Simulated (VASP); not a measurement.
# BiTe (Fm-3m) in VASP: notebook, part 2 of 2

VASP 6.6.1.

### Step 3. Single point, revPBE+D4, non-collinear spin, typed start

This run uses another cell than the first one, of 33.86 Å³/atom, 1.042 times its volume.

Input file INCAR:

```
SYSTEM = BiTe
PREC = Accurate ; ENCUT = 520
EDIFF = 1E-6 ; ISMEAR = -5
SIGMA = 0.1 ; LREAL = .False.
LASPH = .True. ; NELM = 150
ALGO = Normal ; ISIF = 2
LWAVE = .False. ; LCHARG = .False.
LNONCOLLINEAR = .True. ; MAGMOM = 0 0 0.5 0 0 0
LORBIT = 11 ; GGA = RE
IVDW = 13 ; NBANDS = 33
```

Input file KPOINTS:

```
regular mesh
0
Gamma
  7 7 7
  0 0 0
```

Input file POSCAR:

```
BiTe
1.0
    0.0000000000      3.2350000000      3.2350000000
    3.2350000000      0.0000000000      3.2350000000
    3.2350000000      3.2350000000      0.0000000000
Bi Te
1 1
Direct
    0.0000000000      0.0000000000      0.0000000000
    0.5000000000      0.5000000000      0.5000000000
```

Potentials or basis: VASP PAW PBE potentials, release 64 (Bi_d, Te).

On the command line:

```
$ cat potpaw_PBE.64/Bi_d/POTCAR potpaw_PBE.64/Te/POTCAR > POTCAR
$ mpirun -np 1 vasp_ncl > vasp.out
```

Run time: 4.3 min. Hardware: 1 thread of Intel Xeon Platinum 8488C (Sapphire Rapids), shared host; peak memory 0.47 GiB.

The run converged. Its results:

```
Free energy                                           : -8.0783 eV
Pressure                                              : -1.9 GPa
Band gap on the k mesh                                : none (metal or under the smearing width)
Net moment                                            : 0.28 μB per cell
Valence electrons inside the program's atomic spheres : Bi 12.70; Te 3.33
Dispersion energy per atom                            : -0.754 eV
```

Stress tensor (GPa, compression positive):
```
-1.81  0.00  0.00
 0.00 -1.81  0.00
 0.00  0.00 -1.93
```

Levels at points of the mesh, in eV from the Fermi level:
```csv
k point,band 16,band 17,band 18,band 19,band 20,band 21,band 22,band 23,band 24,band 25
"(0.00, 0.00, 0.00)",-2.79,-2.79,-2.72,-2.72,-2.72,1.89,1.89,1.89,2.03,2.03
```

Moments on the atoms (μB; x, y, z):
```
Bi  0.00 0.00 0.13
Te  0.00 0.00 0.01
```

Caveat: the PAW data sets were made with another functional, which shifts forces and pressure a little; spin-orbit coupling is left out, which moves the levels of the heavy elements; pairwise dispersion overbinds metals, which lowers pressure and volume; tetrahedron occupations give inexact forces and stress in metals.

### Step 4. Single point, revPBE+D4, non-collinear spin, typed start

This run uses another cell than the first one, of 34.53 Å³/atom, 1.062 times its volume.

Input file INCAR:

```
PREC = Accurate
ENCUT = 520
EDIFF = 1E-6
ISMEAR = -5
SIGMA = 0.1
LREAL = F
LASPH = T
NELM = 150
ALGO = Normal
ISIF = 2
LWAVE = F
LCHARG = F
LNONCOLLINEAR = T
MAGMOM = 0 0 0.5 0 0 0
LORBIT = 11
GGA = RE
IVDW = 13
NBANDS = 33
```

Input file KPOINTS:

```
regular mesh
0
Gamma
  7 7 7
```

Input file POSCAR:

```
BiTe
1.0
    0.0000000000      3.2564244654      3.2564244654
    3.2564244654      0.0000000000      3.2564244654
    3.2564244654      3.2564244654      0.0000000000
Bi Te
1 1
Direct
    0.0000000000      0.0000000000      0.0000000000
    0.5000000000      0.5000000000      0.5000000000
```

On the command line:

```
$ cat potpaw_PBE.64/Bi_d/POTCAR potpaw_PBE.64/Te/POTCAR > POTCAR
$ mpirun -np 1 vasp_ncl > vasp.out
```

Run time: 5.4 min. Hardware: 1 thread of Intel Xeon Platinum 8488C (Sapphire Rapids), shared host; peak memory 0.48 GiB.

The run converged. Its results:

| Item | Value |
| --- | --- |
| Free energy | -8.0575 eV |
| Pressure | -2.7 GPa |
| Band gap on the k mesh | none (metal or under the smearing width) |
| Net moment | 0.28 μB per cell |
| Valence electrons inside the program's atomic spheres | Bi 12.69; Te 3.32 |
| Dispersion energy per atom | -0.739 eV |

Stress tensor (GPa, compression positive):
```
-2.66  0.00  0.00
 0.00 -2.66  0.00
 0.00  0.00 -2.79
```

Levels at points of the mesh, in eV from the Fermi level:
```csv
k point,band 17,band 18,band 19,band 20,band 21,band 22,band 23,band 24
"(0.00, 0.00, 0.00)",-2.73,-2.66,-2.66,-2.66,1.85,1.85,1.85,1.99
```

Moments on the atoms (μB; x, y, z):
```
Bi  0.00 0.00 0.13
Te  0.00 0.00 0.01
```

Caveat: the PAW data sets were made with another functional, which shifts forces and pressure a little; spin-orbit coupling is left out, which moves the levels of the heavy elements; pairwise dispersion overbinds metals, which lowers pressure and volume; tetrahedron occupations give inexact forces and stress in metals.

### Step 5. Single point, PBE

This run uses another cell than the first one, of 33.86 Å³/atom, 1.042 times its volume.

Input file INCAR:

```
PREC = Accurate
ENCUT = 520
EDIFF = 1E-6
ISMEAR = -1
SIGMA = 0.04
LREAL = F
LASPH = T
NELM = 60
ALGO = Normal
ISIF = 2
LWAVE = F
LCHARG = T
GGA = PE
LELF = T
LVHAR = T
NBANDS = 18
```

Input file KPOINTS:

```
regular mesh
0
Gamma
  3 3 3
```

Input file POSCAR:

```
BiTe
1.0
    0.0000000000      3.2350000000      3.2350000000
    3.2350000000      0.0000000000      3.2350000000
    3.2350000000      3.2350000000      0.0000000000
Bi Te
1 1
Direct
    0.0000000000      0.0000000000      0.0000000000
    0.5000000000      0.5000000000      0.5000000000
```

Potentials or basis: VASP PAW PBE potentials, release 64 (Bi_d, Te).

On the command line:

```
$ cat potpaw_PBE.64/Bi_d/POTCAR potpaw_PBE.64/Te/POTCAR > POTCAR
$ mpirun -np 1 vasp_std > vasp.out
```

OUTCAR:

```text
PREC = Accurate
   ENCUT = 520
   EDIFF = 1E-6
   ISMEAR = -1
   LREAL = F
   LASPH = T
   NELM = 60
   ISIF = 2
   GGA = PE

 ion  position               nearest neighbor table
   1  0.000  0.000  0.000-   2 3.23   2 3.23   2 3.23   2 3.23   2 3.23   2 3.23
   2  0.500  0.500  0.500-   1 3.23   1 3.23   1 3.23   1 3.23   1 3.23   1 3.23

  LATTYP: Found a face centered cubic cell.
 ALAT       =     6.4700000000

  Lattice vectors:

 A1 = (   0.0000000000,   3.2350000000,   3.2350000000)
[... 247 lines left out ...]

------------------------ aborting loop because EDIFF is reached ----------------------------------------

  FORCE on cell =-STRESS in cart. coord.  units (eV):
  Direction    XX          YY          ZZ          XY          YZ          ZX
  --------------------------------------------------------------------------------------
  -------------------------------------------------------------------------------------
  Total        0.5058581      0.5058581      0.5058581     -0.0000000      0.0000000     -0.0000000
  in kB       11.9697873     11.9697873     11.9697873     -0.0000000      0.0000000     -0.0000000
  external PRESSURE =      11.9697873 kB  Pullay stress =       0.0000000 kB

 VOLUME and BASIS-vectors are now :
 -----------------------------------------------------------------------------
  energy-cutoff  :      520.00
  volume of cell :       67.71
      direct lattice vectors                 reciprocal lattice vectors
     0.000000000  3.235000000  3.235000000    -0.154559505  0.154559505  0.154559505
     3.235000000  0.000000000  3.235000000     0.154559505 -0.154559505  0.154559505
     3.235000000  3.235000000  0.000000000     0.154559505  0.154559505 -0.154559505

 POSITION                                       TOTAL-FORCE (eV/Angst)
 -----------------------------------------------------------------------------------
      0.00000      0.00000      0.00000        -0.000000      0.000000      0.000000
      3.23500      3.23500      3.23500         0.000000     -0.000000     -0.000000
 -----------------------------------------------------------------------------------
    total drift:                               -0.000000      0.000000      0.000000

  FREE ENERGIE OF THE ION-ELECTRON SYSTEM (eV)
  ---------------------------------------------------
  free  energy   TOTEN  =        -7.0382648427 eV

  energy  without entropy=       -7.0051073229  energy(sigma->0) =       -7.02168608
```

OSZICAR:

```text
N       E                     dE             d eps       ncg     rms          rms(c)
DAV:   1     0.153467625818E+03    0.15347E+03   -0.96305E+03   144   0.109E+03
DAV:   2     0.317323281140E+01   -0.15029E+03   -0.14623E+03   162   0.294E+02
DAV:   3    -0.681337310527E+01   -0.99866E+01   -0.99358E+01   178   0.814E+01
DAV:   4    -0.706565742926E+01   -0.25228E+00   -0.25215E+00   158   0.145E+01
DAV:   5    -0.707803805903E+01   -0.12381E-01   -0.12380E-01   190   0.295E+00    0.739E+00
DAV:   6    -0.703568112456E+01    0.42357E-01   -0.13352E-01   194   0.215E+00    0.457E+00
DAV:   7    -0.703882274724E+01   -0.31416E-02   -0.37438E-02   156   0.944E-01    0.687E-01
DAV:   8    -0.703817500223E+01    0.64775E-03   -0.65363E-03   190   0.528E-01    0.155E-01
DAV:   9    -0.703827070840E+01   -0.95706E-04   -0.55167E-04   156   0.139E-01    0.686E-02
DAV:  10    -0.703826717215E+01    0.35362E-05   -0.26172E-05   190   0.298E-02    0.322E-02
DAV:  11    -0.703826551543E+01    0.16567E-05   -0.86558E-06   178   0.211E-02    0.102E-02
DAV:  12    -0.703826484266E+01    0.67276E-06   -0.72493E-07   114   0.593E-03
   1 F= -.70382648E+01 E0= -.70216861E+01  d E =-.331575E-01
```

Wall time 15 s (1 thread of Intel Xeon Platinum 8375C at 2.90GHz (Ice Lake), shared host); peak memory 0.2 GiB.

Results:

| Item | Value |
| --- | --- |
| Free energy | -7.0383 eV |
| Pressure | 1.2 GPa |
| Band gap on the k mesh | none (metal or under the smearing width) |

Caveat: the k mesh is coarse (spacing up to 0.56 Å⁻¹), so the values aren't converged; spin-orbit coupling is left out, which moves the levels of the heavy elements.

### Step 6. The runs side by side

| level | spin | cell | k mesh | smearing | mesh quality | gap on the mesh (eV) | pressure (GPa) | moment (μB) |
| --- | --- | --- | --- | --- | --- | --- | --- | --- |
| revPBE+D4 | non-collinear, typed start | Fm-3m, 32.5 Å³/atom | 7 × 7 × 7 | tetrahedron | not flagged | none | 0.2 | 0.24 |
| revPBE+D4 | non-collinear, typed start | Fm-3m, 33.86 Å³/atom | 7 × 7 × 7 | tetrahedron | not flagged | none | -1.9 | 0.28 |
| revPBE+D4 | non-collinear, typed start | Fm-3m, 34.53 Å³/atom | 7 × 7 × 7 | tetrahedron | not flagged | none | -2.7 | 0.28 |
| PBE | off | Fm-3m, 33.86 Å³/atom | 3 × 3 × 3 | fermi-dirac 0.04 eV | coarse | none | 1.2 | - |

Alike in all rows: task single point; potentials or basis VASP PAW PBE potentials, release 64 (Bi_d, Te); cutoff (eV) 520.

Caveats: some runs use coarse meshes; spin-orbit coupling is left out, which moves the levels of the heavy elements; the PAW data sets were made with another functional, which shifts forces and pressure a little (some runs); pairwise dispersion overbinds metals, which lowers pressure and volume (some runs); tetrahedron occupations give inexact forces and stress in metals (some runs).

Total energies depend on the potentials used, so only differences within one code and one set of settings carry meaning.
